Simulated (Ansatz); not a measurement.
The calculation used DFT PBE, scalar-relativistic, plane waves, PAW (Ansatz). Cutoff 420 eV, Γ-centred meshes of about 0.25 Å⁻¹ or finer for metals and 0.3 Å⁻¹ for insulators (2π included), Gaussian smearing. No spin polarisation.

All energies are static (0 K, no zero-point motion).

Two forms of SiGe3 were relaxed alike.

A.

```
Si Ge
1.0
    -2.83824    2.83824    5.67705
     2.83824   -2.83824    5.67705
     2.83824    2.83824   -5.67705
Si Ge
2 6
Cartesian
  0.0000 0.0000 0.0000
  0.0000 2.8382 2.8385
  1.4191 1.4705 4.2578
  0.0000 0.0000 5.6770
  1.4191 1.3677 -1.4193
  1.4705 -1.4191 7.0963
  1.3677 4.2574 1.4193
  2.8382 0.0000 2.8385
```

B.

```
Si Ge
1.0
     4.01493    2.31802    3.27731
    -4.01493    2.31802    3.27731
     0.00000   -4.63605    3.27731
Si Ge
2 6
Direct
  0.87813 0.87813 0.87813
  0.12187 0.12187 0.12187
  0.87821 0.37178 0.37178
  0.62822 0.62822 0.12179
  0.62822 0.12179 0.62822
  0.37178 0.37178 0.87821
  0.12179 0.62822 0.62822
  0.37178 0.87821 0.37178
```

Question: Which arrangement of the elements on these sites is preferred, and by what margin?

Answer: They are level within the accuracy (under 1 meV/atom apart). The two share one framework of sites and differ in which element sits where. A has Si and Ge ordered on diamond sites, space group I-42d (No. 122), 22.9 Å³/atom and a gap of 0.37 eV on its mesh; B has Si and Ge ordered on diamond sites, space group R-3m (No. 166), 22.9 Å³/atom and a gap of 0.16 eV. Counting Ge atoms around Si (those within 1.25 times the shortest such distance or 1.15 times the sum of covalent radii), A has Si 4 and B has Si 3. Both come from trial cells of a structure search.

Kohn–Sham gaps at this level usually fall short of measured ones. Small gaps are read on the mesh alone, and bands can cross between its points. Cells relaxed within their symmetry can be saddle points.
